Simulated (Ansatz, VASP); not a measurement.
## Two plane-wave programs on SiC4

```
Si C
1.0
     3.45600    0.00000    0.00000
    -1.72800    2.99299    0.00000
     0.00000    0.00000    5.43061
Si C
1 4
Direct
  0.00000 0.00000 0.00000
  0.33333 0.66667 0.85911
  0.33333 0.66667 0.14089
  0.66667 0.33333 0.14089
  0.66667 0.33333 0.85911
```

Alike in both runs: functional PBE; k mesh 6 × 6 × 4; occupations gaussian, width 0.1 eV; no spin polarisation.

Ansatz relaxed the structure, and its values are those at the end. VASP's run is a single point on that final structure, the one shown.

|  | VASP | Ansatz |
| --- | --- | --- |
| version | VASP 6.6.1 | Ansatz 0.2.0 |
| potentials or method | VASP PAW PBE potentials, release 64 (Si, C) | scalar-relativistic, plane waves, PAW |
| plane-wave cutoff (eV) | 520 | 420 |
| valence electrons in the cell | 20 | 20 |

```csv
,VASP,Ansatz,Ansatz less VASP
gap on the k mesh at the Fermi level (eV),none,none,-
pressure (GPa),0.3,0.1,-0.23
rms of the force components (eV/Å),0.031,0.000,-0.0309
```

A gap of «none» marks a metal or a gap that the smearing closes.

Caveats: this functional lacks dispersion, which binds the layers, so the pressure and a relaxed spacing across them are unreliable.
